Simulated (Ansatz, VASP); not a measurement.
## One calculation of Os, 3 ways

The starting cell:

```
CELL_PARAMETERS angstrom
2.73410 0.00000 0.00000
-1.36705 2.36780 0.00000
0.00000 0.00000 4.31970
ATOMIC_POSITIONS crystal
Os 0.66667 0.33333 0.75000
Os 0.33333 0.66667 0.25000
```

Alike in all runs: task relaxation of cell and atoms; functional PBE; dispersion D4; k mesh 11 × 11 × 6; occupations fermi-dirac, width 0.05 eV; no spin polarisation; no spin-orbit coupling.

| program and potentials | plane-wave cutoff (eV) | notes | equilibrium volume (Å³/atom) |
| --- | --- | --- | --- |
| Ansatz, Ansatz PAW | 420 | 16 valence electrons an atom on average | 14.03 |
| Ansatz, all-electron LAPW, scalar-relativistic | - | - | 14.03 |
| VASP, PBE PAW files Os, 600 eV | 600 | 8 valence electrons an atom on average | 14.03 |

All agree on the equilibrium volume. Relaxations stop with a little pressure left, so the last digit of a volume isn't settled.

The functional is the same throughout but for its coding, so the spread measures potentials, basis and numerics; runs on potential files found faulty are left out.
